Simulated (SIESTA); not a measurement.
**Te2Mo under changes of volume**

One of the cells (45.397 Å³/atom); the others are scaled copies at fixed shape and fractional positions:

```
Te Mo
1.0
     3.56039    0.00000    0.00000
    -1.78020    3.08339    0.00000
     0.00000    0.00000   24.81126
Te Mo
4 2
Direct
  0.33333 0.66667 0.22364
  0.66667 0.33333 0.92063
  0.66667 0.33333 0.77636
  0.33333 0.66667 0.07937
  0.66667 0.33333 0.15154
  0.33333 0.66667 0.84846
```

- Program: SIESTA 5.4.2
- Functional: LDA
- Potentials or basis: PseudoDojo 0.4 standard (LDA files)
- Basis: DZP (energy shift 0.003 Ry; two zetas on semicore shells)
- Grid cutoff: 800 Ry
- Energy shift: 0.003 Ry
- k mesh: 7 × 7 × 2
- Occupations: fermi-dirac, width 0.05 eV
- Spin: no spin polarisation

| volume (Å³/atom) | energy over the lowest point (meV/atom) | gap on the mesh (eV) | largest force (eV/Å) |
| --- | --- | --- | --- |
| 42.673 | 15.59 | 1.36 | 1.202 |
| 43.581 | ? | ? | ? |
| 44.489 | 0.00 | 1.31 | 0.507 |
| 45.397 | 3.07 | 1.28 | 0.201 |
| 46.305 | 12.38 | 1.25 | 0.208 |
| 47.213 | 27.23 | 1.22 | 0.472 |
| 48.120 | 47.04 | 1.20 | 0.717 |

What does the run at 43.581 Å³/atom give?

Energy over the lowest point 3.88 meV/atom; gap on the mesh 1.33 eV; largest force 0.838 eV/Å.

Worked out: A Birch-Murnaghan fit of order 3 (a polynomial in V^(-2/3)) to the other rows has its minimum at 44.53 Å³/atom with B0 = V·E''(V) = 60 GPa and B' = 4.5 at fixed shape and positions, which overstates the stiffness. It gives 3.89 meV/atom at 43.581 Å³/atom, against the run's 3.88. A straight line through the other rows of the gap, of slope -1.37 eV per unit of ln V, gives 1.33 eV, against the run's 1.33.

Energies are extrapolated to zero smearing.

Caveats: spin-orbit coupling is left out, which moves the levels of the heavy elements; the basis of atomic orbitals isn't converged, which shifts pressures, moduli and gaps.

A mesh can miss the band edges.
